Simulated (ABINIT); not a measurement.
A run of ABINIT 10.8.3 (patched build):

run.abi

```
# Pseudopotentials
pp_dirpath "./"
pseudos "Sb_ONCV_PBE-1.2.upf"

# Structure
acell 3*1.0
rprim
     4.0708480177     2.3503051989     7.1015907763
    -4.0708480177     2.3503051989     7.1015907763
     0.0000000000    -4.7006103977     7.1015907763
ntypat 1
znucl 51
natom 2
typat 1 1
xcart
     0.0000000000     0.0000000000    16.3303210379
     0.0000000000     0.0000000000     4.9744512911

# Plane-wave basis
ecut 30.0

# k points
kptopt 1
ngkpt 8 8 8
nshiftk 1
shiftk 0.0 0.0 0.0

# Exchange and correlation
ixc 11

# Bands and occupations
nband 19
occopt 3
tsmear 0.05 eV

# SCF cycle
nstep 100
tolvrs 1.0e-10

# Output
iomode 3
prtwf 0
prtden 0
prteig 0
prtebands 0
enunit 2
```

Potentials or basis: SG15 NC PBE v1.2.

Launch:

```sh
$ abinit run.abi > log 2>&1
```

Hardware: 1 thread of Arm Neoverse N1, on a shared host.

Task: Estimate the wall time of this run.

Result: It took 3.4 min on 1 thread of Arm Neoverse N1, on a shared host, peak memory 0.13 GiB. Counts: scf iterations 9, mpi ranks 1, k points 65, bands 19, plane waves 3216.
